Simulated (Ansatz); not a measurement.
# Pressure against volume: Mn

```
CELL_PARAMETERS angstrom
0.00000 1.75181 1.75181
1.75181 0.00000 1.75181
1.75181 1.75181 0.00000
ATOMIC_POSITIONS crystal
Mn 0.00000 0.00000 0.00000
```

The cell was built from the fcc type and relaxed in the same program, and has space group Fm-3m; it needn't be a known or the stable phase.

Levels of theory: DFT, PBE, all-electron LAPW, scalar-relativistic (Ansatz 0.2.0); DFT, PBE, PAW with Ansatz's default frozen-core files, scalar-relativistic (Ansatz 0.2.0).

For LAPW: a Γ-centred 16×16×16 k mesh, Fermi–Dirac smearing of 0.08 eV, basis error target 1 meV/atom, spin-polarised from start moments Mn 4 μB (the moments died away, and the run ended non-magnetic). PAW takes a cutoff of 420 eV at this cell. The Ansatz runs share mesh, smearing and spin set-up. Plane-wave (PAW) pressures include the program's estimate of the Pulay term.

The cell above is scaled evenly, with fractional coordinates and shape held.

```csv
V/V(cell),V (Å³/atom),"P, LAPW (GPa)","P, PAW (GPa)","free energy over the lowest listed, PAW (meV/atom)"
0.9500,10.214,16.05,16.06,25.7
0.9750,10.483,?,?,?
1.0000,10.752,-0.02,0.00,0.0
1.0250,11.021,-6.56,-6.54,5.6
1.0500,11.290,-12.27,-12.25,21.5
```

(1) Fill in the row V/V(cell) = 0.9750.

(2) What do Birch–Murnaghan fits to the pressures give?

## Answers

(1) P, LAPW (GPa) = 7.47, P, PAW (GPa) = 7.49, free energy over the lowest listed, PAW (meV/atom) = 6.1.

(2) LAPW: V0 = 10.75 Å³/atom, B0 = 280 GPa, B0′ = 4.4; PAW: V0 = 10.75 Å³/atom, B0 = 280 GPa, B0′ = 4.4.
